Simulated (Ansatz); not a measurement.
Runs of Ansatz 0.2.0 on PbO2. It takes space group Fm-3m (No. 225, cubic). Conventional cell: a = 5.404 Å, b = 5.404 Å, c = 5.404 Å, α = 90.00°, β = 90.00°, γ = 90.00°. Pb (site symmetry m-3m) has 8 O at 2.34 Å as nearest neighbours. Around O (site symmetry -43m) lie 4 Pb at 2.34 Å. The cell comes from a database or a generator and needn't be the stable form of this composition.

| task | level | potentials or basis | spin | cell | k mesh | cutoff (eV) | smearing | other keys | gap on the mesh (eV) | pressure (GPa) | V0 of scaled cells (Å³/atom) | B0 (GPa) |
| --- | --- | --- | --- | --- | --- | --- | --- | --- | --- | --- | --- | --- |
| single point | PBE | Ansatz PAW | off | as given | 9 × 9 × 9 | 420 | fermi-dirac 0.05 eV | - | none | 0.4 | - | - |
| equation of state | PBE | Ansatz PAW | off | as given | 9 × 9 × 9 | 420 | fermi-dirac 0.05 eV | - | - | - | 13.19 | 134 |
| single point | HF+D4 | Ansatz PAW | SOC, no magnetisation | as given | 5 × 5 × 5 | 420 | fermi-dirac 0.15 eV | scf.eigensolver.kind = davidson | (b) | -32.8 | - | - |
| single point | PBE | Ansatz PAW | off | atoms moved at random, drawn with an rms of 0.05 Å | 9 × 9 × 9 | 420 | fermi-dirac 0.05 eV | - | none | 0.8 | - | - |
| equation of state | BLYP+D4 | JTH PAW LDA | off | as given | 9 × 9 × 9 | 1800 | fermi-dirac 0.025 eV | - | - | - | (a) | 128 |

Problem. Estimate the missing entries.

Solution. (a) 13.21; (b) 5.77.

Caveats: the cell as given lies far from equilibrium (some runs); odd divisions of the mesh miss points on the zone boundary, where band edges often lie, so the gap on the mesh can be too wide (some runs); so large a pressure means that the cell lies far from this level's equilibrium, or that cutoff or potentials fall short (some runs); the PAW data sets come from PBE, with cores solved anew for the run's functional, which leaves a small shift of forces and pressure (some runs); the thresholds are loose for stress (some runs); the potentials were made for another functional, which shifts forces and pressure (some runs).

A k mesh can miss the band edges, and rows without SOC leave out spin-orbit coupling on Pb.

A gap of «none» marks a metal or a gap under the smearing width.
